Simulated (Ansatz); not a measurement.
Input of an Ansatz 0.2.0 run:

The input input.yaml:

```yaml
crystal:
  lattice:
    - [2.67, 0.0, 0.0]
    - [-1.335, 2.3122878281, 0.0]
    - [0.0, 0.0, 4.966]
  atoms:
    - { symbol: Zn, position: [0.6666666667, 0.3333333333, 0.75] }
    - { symbol: Zn, position: [0.3333333333, 0.6666666667, 0.25] }
hamiltonian:
  xc: pbesol
  pseudopotentials: { kind: paw }
kpoints:
  mp_grid: { grid: [11, 11, 6] }
scf:
  occupations: { method: fermi_dirac, width: 0.05 }
output:
  forces: true
  stress: true
  eigenvalues: true
  write_density: true
  write_potential: true
  elf: true
  volumetric_format: npy
relax:
  f_tol: 0.01
  max_steps: 40
  cell: { stress_tol: 0.05, p_target: 2.0 }
```

Potentials or basis: Ansatz PAW.

Run with:

```console
$ ansatz run input.yaml --threads 2 --pin off --max-ram 5632MiB --backend cpu --events-out ev --progress --plain --runs-dir out
```

**Question.** Estimate the space group after relaxing (to 0.05 Å).

**Answer.** P6_3/mmc (No. 194).

**Question.** Predict the relaxed cell.

**Answer.** a = 2.675 Å, b = 2.675 Å, c = 4.414 Å, α = 90.00°, β = 90.00°, γ = 120.00°.

**Question.** Predict the relaxed volume.

**Answer.** 13.67 Å³/atom.

**Question.** What does it give for the band gap on the k mesh?

**Answer.** None (metal or under the smearing width).

Final structure:
```yaml
crystal:
  lattice:
    - [2.67488, 0.00000, 0.00000]
    - [-1.33744, 2.31651, 0.00000]
    - [0.00000, 0.00000, 4.41366]
  atoms:
    - { symbol: Zn, position: [0.66667, 0.33333, 0.75000] }
    - { symbol: Zn, position: [0.33333, 0.66667, 0.25000] }
```

Caveat: the PAW data sets come from PBE, with cores solved anew for the run's functional, which leaves a small shift of forces and pressure.
